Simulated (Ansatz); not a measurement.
Born–Oppenheimer molecular dynamics of a periodic cell of 20 atoms, Al2O3 (start crystal Al2O3, start structure R-3c, volume 1.15 times the crystal's). It starts from an unrelaxed structure (largest force component 0.10 eV/Å).

Method: DFT PBE, scalar-relativistic, plane waves, PAW in Ansatz 0.2.0. Settings: PAW set soft_1, cutoff 420 eV, k mesh 3x3x3, fermi-dirac smearing 0.3 eV, no spin polarisation.

```yaml
ensemble: NVT, Langevin thermostat
time_step: 0.75 fs
steps_asked: 220
set_temperature: 3500 K
friction: 0.02 /fs
seed: 907403
```

Frames 3.75 fs apart, positions in Å.

Velocities at 105 fs (Å/ps):

```
Al -0.79 -17.13 3.63
Al 23.13 -13.15 -20.55
Al 5.67 -1.64 6.20
Al 9.01 -15.82 1.78
O 16.71 -2.60 -4.39
O 2.33 -1.62 -0.19
O -26.23 -12.91 5.42
O -2.66 11.42 -8.74
O -14.59 -11.32 -14.51
O 10.70 15.49 -23.48
Al -13.30 -4.40 -15.26
Al 7.42 3.73 -0.10
Al -15.15 -12.83 -13.90
Al -6.59 -6.55 5.09
O 13.01 23.75 9.86
O 11.88 19.11 -19.54
O -6.57 10.34 -0.50
O -9.29 19.73 10.38
O -12.24 2.10 7.55
O 7.41 20.19 -11.86
```

```xyz
20
Lattice="-2.4936 -1.4397 9.0753 2.4936 -1.4397 9.0753 0.0000 2.8794 9.0753" Properties=species:S:1:pos:R:3 time_fs=105 energy_less_start_eV=8.565 T=3614
Al 0.313 0.242 4.833
Al 0.128 -0.145 2.065
Al 0.065 0.434 8.678
Al 0.108 0.119 11.178
O 1.582 0.100 16.834
O -0.883 1.806 17.229
O -0.706 -0.997 16.850
O 1.183 1.255 14.290
O -1.412 0.109 14.828
O 1.113 -1.761 15.150
Al 0.103 0.294 17.983
Al 0.224 -0.227 15.032
Al -0.015 0.185 22.063
Al 0.079 0.140 25.360
O -0.885 -1.161 12.326
O 2.191 0.100 12.444
O -0.598 1.589 12.448
O -1.141 0.501 9.850
O 0.977 -1.089 10.208
O 1.272 1.532 10.269
20
Lattice="-2.4936 -1.4397 9.0753 2.4936 -1.4397 9.0753 0.0000 2.8794 9.0753" Properties=species:S:1:pos:R:3 time_fs=108.75 energy_less_start_eV=8.479 T=3255
Al 0.301 0.195 4.836
Al 0.185 -0.195 2.005
Al 0.090 0.419 8.702
Al 0.132 0.076 11.183
O 1.657 0.108 16.792
O -0.888 1.782 17.210
O -0.812 -1.033 16.866
O 1.155 1.294 14.249
O -1.471 0.052 14.764
O 1.156 -1.694 15.048
Al 0.057 0.281 17.939
Al 0.255 -0.208 15.037
Al -0.066 0.144 22.017
Al 0.056 0.103 25.374
O -0.825 -1.075 12.362
O 2.201 0.138 12.383
O -0.631 1.638 12.458
O -1.183 0.583 9.907
O 0.933 -1.103 10.235
O 1.288 1.592 10.217
20
Lattice="-2.4936 -1.4397 9.0753 2.4936 -1.4397 9.0753 0.0000 2.8794 9.0753" Properties=species:S:1:pos:R:3 time_fs=112.5 energy_less_start_eV=9.279 T=3657
Al 0.277 0.162 4.830
Al 0.235 -0.200 1.949
Al 0.117 0.393 8.733
Al 0.144 0.050 11.195
O 1.721 0.133 16.726
O -0.887 1.743 17.150
O -0.912 -1.089 16.887
O 1.131 1.331 14.206
O -1.514 -0.017 14.707
O 1.193 -1.619 14.922
Al 0.011 0.257 17.909
Al 0.280 -0.197 15.055
Al -0.106 0.114 21.972
Al 0.042 0.081 25.367
O -0.768 -1.007 12.388
O 2.187 0.134 12.287
O -0.645 1.688 12.472
O -1.235 0.655 9.974
O 0.900 -1.118 10.250
O 1.278 1.626 10.165
20
Lattice="-2.4936 -1.4397 9.0753 2.4936 -1.4397 9.0753 0.0000 2.8794 9.0753" Properties=species:S:1:pos:R:3 time_fs=116.25 energy_less_start_eV=9.720 T=3387
Al 0.223 0.110 4.817
Al 0.270 -0.163 1.903
Al 0.140 0.364 8.778
Al 0.153 0.016 11.228
O 1.757 0.166 16.660
O -0.871 1.694 17.097
O -0.982 -1.174 16.959
O 1.097 1.366 14.177
O -1.546 -0.071 14.673
O 1.190 -1.559 14.787
Al -0.023 0.228 17.916
Al 0.312 -0.176 15.070
Al -0.126 0.118 21.928
Al 0.030 0.064 25.337
O -0.715 -0.973 12.428
O 2.139 0.097 12.150
O -0.661 1.766 12.461
O -1.272 0.716 10.068
O 0.891 -1.119 10.225
O 1.253 1.641 10.110
20
Lattice="-2.4936 -1.4397 9.0753 2.4936 -1.4397 9.0753 0.0000 2.8794 9.0753" Properties=species:S:1:pos:R:3 time_fs=120 energy_less_start_eV=9.460 T=3585
Al 0.168 0.053 4.797
Al 0.277 -0.100 1.880
Al 0.146 0.354 8.831
Al 0.168 -0.011 11.265
O 1.772 0.167 16.595
O -0.848 1.643 17.033
O -0.998 -1.257 17.002
O 1.072 1.420 14.149
O -1.554 -0.122 14.689
O 1.177 -1.509 14.678
Al -0.022 0.217 17.943
Al 0.336 -0.126 15.078
Al -0.123 0.135 21.908
Al 0.042 0.066 25.299
O -0.669 -0.985 12.471
O 2.054 0.049 12.003
O -0.691 1.852 12.410
O -1.302 0.757 10.149
O 0.890 -1.145 10.159
O 1.206 1.654 10.026
20
Lattice="-2.4936 -1.4397 9.0753 2.4936 -1.4397 9.0753 0.0000 2.8794 9.0753" Properties=species:S:1:pos:R:3 time_fs=123.75 energy_less_start_eV=9.208 T=3728
Al 0.109 -0.004 4.769
Al 0.247 -0.033 1.875
Al 0.135 0.325 8.888
Al 0.170 -0.020 11.287
O 1.735 0.158 16.544
O -0.814 1.601 16.980
O -0.969 -1.336 17.025
O 1.051 1.467 14.119
O -1.542 -0.155 14.719
O 1.181 -1.457 14.601
Al 0.010 0.217 17.963
Al 0.331 -0.061 15.089
Al -0.084 0.162 21.888
Al 0.090 0.066 25.256
O -0.622 -1.016 12.492
O 1.953 0.001 11.839
O -0.709 1.926 12.351
O -1.327 0.782 10.198
O 0.888 -1.210 10.079
O 1.148 1.654 9.959
20
Lattice="-2.4936 -1.4397 9.0753 2.4936 -1.4397 9.0753 0.0000 2.8794 9.0753" Properties=species:S:1:pos:R:3 time_fs=127.5 energy_less_start_eV=9.156 T=3476
Al 0.052 -0.051 4.735
Al 0.205 0.031 1.905
Al 0.122 0.299 8.950
Al 0.176 -0.019 11.322
O 1.669 0.120 16.533
O -0.759 1.569 16.951
O -0.903 -1.428 17.023
O 1.055 1.480 14.100
O -1.524 -0.137 14.763
O 1.144 -1.425 14.538
Al 0.042 0.220 17.974
Al 0.305 0.008 15.112
Al -0.010 0.192 21.856
Al 0.155 0.058 25.198
O -0.622 -1.024 12.478
O 1.845 -0.022 11.710
O -0.702 1.969 12.279
O -1.350 0.781 10.226
O 0.874 -1.284 9.983
O 1.089 1.665 9.921
20
Lattice="-2.4936 -1.4397 9.0753 2.4936 -1.4397 9.0753 0.0000 2.8794 9.0753" Properties=species:S:1:pos:R:3 time_fs=131.25 energy_less_start_eV=9.251 T=3300
Al -0.006 -0.100 4.698
Al 0.161 0.085 1.950
Al 0.102 0.279 8.983
Al 0.176 0.011 11.341
O 1.604 0.069 16.553
O -0.694 1.535 16.927
O -0.820 -1.508 17.015
O 1.063 1.455 14.089
O -1.519 -0.124 14.782
O 1.043 -1.400 14.485
Al 0.104 0.228 17.982
Al 0.249 0.086 15.124
Al 0.073 0.210 21.822
Al 0.192 0.053 25.140
O -0.651 -1.030 12.455
O 1.780 -0.029 11.652
O -0.659 1.969 12.210
O -1.352 0.739 10.230
O 0.834 -1.358 9.904
O 1.019 1.677 9.896
20
Lattice="-2.4936 -1.4397 9.0753 2.4936 -1.4397 9.0753 0.0000 2.8794 9.0753" Properties=species:S:1:pos:R:3 time_fs=135 energy_less_start_eV=9.134 T=2662
Al -0.036 -0.135 4.679
Al 0.151 0.143 1.969
Al 0.072 0.271 8.997
Al 0.162 0.049 11.350
O 1.529 0.059 16.583
O -0.635 1.524 16.908
O -0.750 -1.558 17.010
O 1.085 1.414 14.110
O -1.540 -0.107 14.791
O 0.884 -1.376 14.461
Al 0.156 0.235 17.998
Al 0.211 0.172 15.129
Al 0.136 0.235 21.795
Al 0.224 0.028 25.093
O -0.691 -1.038 12.428
O 1.765 -0.007 11.650
O -0.621 1.944 12.176
O -1.335 0.656 10.230
O 0.793 -1.395 9.836
O 0.945 1.696 9.888
20
Lattice="-2.4936 -1.4397 9.0753 2.4936 -1.4397 9.0753 0.0000 2.8794 9.0753" Properties=species:S:1:pos:R:3 time_fs=138.75 energy_less_start_eV=8.740 T=2798
Al -0.054 -0.146 4.667
Al 0.146 0.196 1.971
Al 0.034 0.251 8.982
Al 0.152 0.097 11.354
O 1.457 0.054 16.630
O -0.585 1.496 16.901
O -0.714 -1.589 17.001
O 1.142 1.354 14.128
O -1.554 -0.088 14.789
O 0.749 -1.351 14.438
Al 0.192 0.235 18.001
Al 0.192 0.255 15.140
Al 0.172 0.230 21.782
Al 0.243 0.004 25.066
O -0.728 -1.051 12.404
O 1.768 0.044 11.726
O -0.603 1.899 12.157
O -1.319 0.552 10.213
O 0.750 -1.376 9.808
O 0.863 1.696 9.873
20
Lattice="-2.4936 -1.4397 9.0753 2.4936 -1.4397 9.0753 0.0000 2.8794 9.0753" Properties=species:S:1:pos:R:3 time_fs=142.5 energy_less_start_eV=7.717 T=3500
Al -0.054 -0.128 4.673
Al 0.138 0.265 1.958
Al -0.001 0.199 8.924
Al 0.132 0.157 11.365
O 1.373 0.027 16.651
O -0.589 1.471 16.878
O -0.677 -1.608 16.986
O 1.178 1.309 14.137
O -1.569 -0.066 14.776
O 0.629 -1.338 14.418
Al 0.223 0.217 18.000
Al 0.161 0.323 15.175
Al 0.195 0.206 21.786
Al 0.253 -0.022 25.056
O -0.784 -1.080 12.377
O 1.806 0.114 11.856
O -0.617 1.850 12.146
O -1.321 0.436 10.201
O 0.722 -1.336 9.818
O 0.768 1.669 9.878
```

Of the whole run (165 fs, mean temperature of the second half 3392 K): A run of 0.17 ps of so small a system gives no equilibrium averages.

Time of the run: 24 min on 2 threads of Arm Neoverse V1, with other jobs on the host, peak memory 0.61 GiB.
